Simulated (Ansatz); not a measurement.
# BaO (rocksalt): zero-pressure volume and bulk modulus with PBE + D4

The task here is to estimate one member of a computed series from the others.

Program: Ansatz 0.2.0. Level of theory: DFT PBE + D4, scalar-relativistic, plane waves, PAW. These are calculated values, not measurements.

### The starting structure

The structure is cubic, space group Fm-3m (No. 225). The conventional cell has a = 5.500 Å, b = 5.500 Å, c = 5.500 Å, α = 90.00°, β = 90.00°, γ = 90.00°. Around Ba (site symmetry m-3m) lie 6 O at 2.75 Å. O (site symmetry m-3m) has 6 Ba at 2.75 Å in its first shell of neighbours.

Structure file:

```cif
data_structure
_symmetry_space_group_name_H-M 'P 1'
_symmetry_Int_Tables_number 1
_cell_length_a 3.8891
_cell_length_b 3.8891
_cell_length_c 3.8891
_cell_angle_alpha 60.000
_cell_angle_beta 60.000
_cell_angle_gamma 60.000
_cell_volume 41.59
loop_
_atom_site_label
_atom_site_type_symbol
_atom_site_fract_x
_atom_site_fract_y
_atom_site_fract_z
_atom_site_occupancy
Ba1 Ba 0.50000 0.50000 0.50000 1
O1 O 0.00000 0.00000 0.00000 1
```

An earlier run on this cell at PBE gave 3.02 GPa at 20.797 Å³/atom (8×8×8 mesh), gap on the mesh 1.97 eV. The cell is compressed at this level.

The first run:

The input, input.yaml:

```yaml
crystal:
  lattice:
    - [0.0, 2.7500011019, 2.7500011019]
    - [2.7500011019, 0.0, 2.7500011019]
    - [2.7500011019, 2.7500011019, 0.0]
  atoms:
    - { symbol: Ba, position: [0.5, 0.5, 0.5] }
    - { symbol: O, position: [0.0, 0.0, 0.0] }
basis:
  ecutwfc: 420
  ecutrho_ratio: 4
kpoints:
  mp_grid: { grid: [8, 8, 8] }
hamiltonian:
  xc: pbe
  dispersion: d4
scf:
  occupations: { method: gaussian, width: 0.05 }
output:
  forces: true
  stress: true
  eigenvalues: true
```

Command:

```sh
ansatz run input.yaml --threads 4 --pin off --max-ram 8192MiB --backend cpu --events-out ev --progress --plain --runs-dir out
```

Among the steps run: At the given cell; Stepping to 20.992 Å³/atom; Stepping to 21.186 Å³/atom; Volume × 0.98 of the new zero; Volume × 1.02 of the new zero; Volume × 0.96 of the new zero; Volume × 1.04 of the new zero.

One table of the session follows, with a row left open; its other results are not shown here.

It belongs to the step «Energy and pressure against volume». 

| volume (Å³/atom) | energy (meV/atom) | pressure (GPa) |
| --- | --- | --- |
| 20.339 | 8.25 | 3.25 |
| 20.763 | ? | ? |
| 21.186 | 0.00 | 0.00 |
| 21.610 | 1.80 | -1.37 |
| 22.034 | 7.16 | -2.59 |

Estimate the missing values for volume (Å³/atom) = 20.763.

Worked estimate for «energy (meV/atom)». A straight line through the neighbours (20.339, 8.25) and (21.186, 0.00) gives 8.25 + (0.00 − 8.25) × (20.763 − 20.339) / (21.186 − 20.339) = 4.12; a parabola fitted to 3 rows on both sides gives 2.15.

As computed: energy (meV/atom): 1.96; pressure (GPa): 1.53. In «energy (meV/atom)» the line misses by +2.16 and the parabola by +0.19.
